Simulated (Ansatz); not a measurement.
Set up this calculation in Ansatz 0.2.0, as the native input.

```yaml
Task: band structure
Functional: LDA
Potentials_or_basis: all-electron LAPW, scalar-relativistic
Cutoff: 272 eV (chosen from the basis error)
Basis_error_allowed: 0.001 eV/atom
k_mesh: 9 × 9 × 7
Occupations: fermi-dirac, width 0.05 eV
Spin: no spin polarisation
```

Crystal: CuAu.

```
Au Cu
1.0
     2.81075    0.00000    0.00000
     0.00000    2.81075    0.00000
     0.00000    0.00000    3.68500
Au Cu
1 1
Direct
  0.00000 0.00000 0.00000
  0.50000 0.50000 0.50000
```

These files were run (other wordings do the same):

input.yaml

```yaml
crystal:
  lattice:
    - [2.8107494552, 0.0, 0.0]
    - [0.0, 2.8107494552, 0.0]
    - [0.0, 0.0, 3.685]
  atoms:
    - { symbol: Au, position: [0.0, 0.0, 0.0] }
    - { symbol: Cu, position: [0.5, 0.5, 0.5] }
kpoints:
  mp_grid: { grid: [9, 9, 7] }
  band_path:
    path:
      - [0.0, 0.0, 0.0]
      - [0.0, 0.5, 0.0]
      - [0.5, 0.5, 0.0]
      - [0.0, 0.0, 0.0]
      - [0.0, 0.0, 0.5]
      - [0.0, 0.5, 0.5]
      - [0.5, 0.5, 0.5]
      - [0.0, 0.0, 0.5]
    npoints: 10
scf:
  occupations: { method: fermi_dirac, width: 0.05 }
hamiltonian:
  xc: lda
  pseudopotentials: { kind: all_electron, lapw: { basis_error: 0.001 } }
output:
  forces: true
  stress: true
  eigenvalues: true
```

Potentials or basis: all-electron LAPW, scalar-relativistic.

Run with:

```bash
$ ansatz run input.yaml --threads 1 --pin off --max-ram 3072MiB --backend cpu --events-out ev --progress --plain --runs-dir out
```

Results of the run:

```json
{"Pressure": "-9.2 GPa", "Band gap along the path": "none (metal or under the smearing width)"}
```

Caveat: spin-orbit coupling is left out, which moves the levels of the heavy elements.

Run time: 36 s on 1 thread of Arm Neoverse V1, on a shared host, peak memory 0.4 GiB.
